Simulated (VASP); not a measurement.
Here is a VASP 6.6.1 calculation.

POSCAR

```
CaSe
1.0
    3.6347849189      0.0000000000      0.0000000000
    0.0000000000      3.6347849189      0.0000000000
    0.0000000000      0.0000000000      3.6347849189
Ca Se
1 1
Direct
    0.0000000000      0.0000000000      0.0000000000
    0.5000000000      0.5000000000      0.5000000000
```

The input INCAR.step1:

```
  PREC = Accurate
  ENCUT = 520
  EDIFF = 1E-5
  ISMEAR = 0
  SIGMA = 0.01
  LREAL = False
  LASPH = True
  NELM = 100
  ALGO = Normal
  ISIF = 2
  LWAVE = True
  LCHARG = False
  GGA = PE
  NBANDS = 15
```

File INCAR.step2:

```
  PREC = Accurate
  ENCUT = 520
  EDIFF = 1E-7
  ISMEAR = 0
  SIGMA = 0.01
  LREAL = False
  LASPH = True
  NELM = 100
  ALGO = Normal
  ISIF = 2
  LWAVE = False
  LCHARG = False
  GGA = PE
  LHFCALC = True
  HFSCREEN = 0.2079
  PRECFOCK = Normal
  ISTART = 1
  NBANDS = 15
```

KPOINTS

```
regular mesh
0
Gamma
  4 4 4
```

Potentials or basis: VASP PAW PBE potentials, release 64 (Ca_sv, Se).

Command:

```bash
$ cat potpaw_PBE.64/Ca_sv/POTCAR potpaw_PBE.64/Se/POTCAR > POTCAR
$ cp INCAR.step1 INCAR
$ mpirun -np 1 vasp_std > vasp.out
$ cp INCAR.step2 INCAR
$ mpirun -np 1 vasp_std > vasp.out
```

(1) Predict the band gap on the k mesh.

(2) Predict the pressure.

## Answers

(1) 1.54 eV, direct.

(2) 0.5 GPa.

Caveat: the k mesh is coarse (spacing up to 0.43 Å⁻¹), so the values aren't converged, least of all with exact exchange; the PAW data sets were made with another functional, which shifts forces and pressure a little.
